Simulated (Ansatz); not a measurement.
# CaF2: the cost of one run

Method: DFT PBEsol, plane waves, PAW, scalar-relativistic, no spin polarisation, in Ansatz 0.2.0.

### 1 Starting point

The cell holds 12 atoms (Ca4F8): a = 5.365 Å, b = 5.365 Å, c = 5.365 Å, α = 90.00°, β = 90.00°, γ = 90.00°.

As a file:

```xyz
12
Lattice="5.3651 0.0000 0.0000 0.0000 5.3651 0.0000 0.0000 0.0000 5.3651" Properties=species:S:1:pos:R:3 pbc="T T T"
Ca    0.0000    0.0000    0.0000
F     1.3413    1.3413    1.3413
F     4.0239    4.0239    4.0239
Ca    2.6826    2.6826    0.0000
F     4.0239    4.0239    1.3413
F     1.3413    1.3413    4.0239
Ca    2.6826    0.0000    2.6826
F     4.0239    1.3413    4.0239
F     1.3413    4.0239    1.3413
Ca    0.0000    2.6826    2.6826
F     1.3413    4.0239    4.0239
F     4.0239    1.3413    1.3413
```

### 2 Run 1

230 steps of 2.25 fs under a Langevin thermostat at 3500 K.

input.yaml reads:

```yaml
crystal:
  lattice:
    - [5.36515, 0.0, 0.0]
    - [0.0, 5.36515, 0.0]
    - [0.0, 0.0, 5.36515]
  atoms:
    - { symbol: Ca, position: [0.0, 0.0, 0.0] }
    - { symbol: F, position: [0.25, 0.25, 0.25] }
    - { symbol: F, position: [0.75, 0.75, 0.75] }
    - { symbol: Ca, position: [0.5, 0.5, 0.0] }
    - { symbol: F, position: [0.75, 0.75, 0.25] }
    - { symbol: F, position: [0.25, 0.25, 0.75] }
    - { symbol: Ca, position: [0.5, 0.0, 0.5] }
    - { symbol: F, position: [0.75, 0.25, 0.75] }
    - { symbol: F, position: [0.25, 0.75, 0.25] }
    - { symbol: Ca, position: [0.0, 0.5, 0.5] }
    - { symbol: F, position: [0.25, 0.75, 0.75] }
    - { symbol: F, position: [0.75, 0.25, 0.25] }
basis:
  ecutwfc: 420.0
kpoints:
  mp_grid: { grid: [2, 2, 2] }
hamiltonian:
  xc: pbesol
  pseudopotentials: { kind: paw, azcp: { folder: soft_1 } }
scf:
  occupations: { method: fermi_dirac, width: 0.3 }
  lower_state_search: "off"
md:
  timestep: 2.25
  n_steps: 230
  ensemble: nvt_langevin
  temperature: 3500.0
  initial_velocities: maxwell_boltzmann
  seed: 510495
  friction: 0.02
```

On the command line:

```console
$ ansatz run input.yaml --threads 1 --pin off --max-ram 3072MiB --backend cpu --events-out ev --progress --plain --runs-dir out
```

Q: Estimate wall time and peak memory on 1 thread of Arm Neoverse V2, shared host.

About 15 min, with a peak of 0.49 GiB.
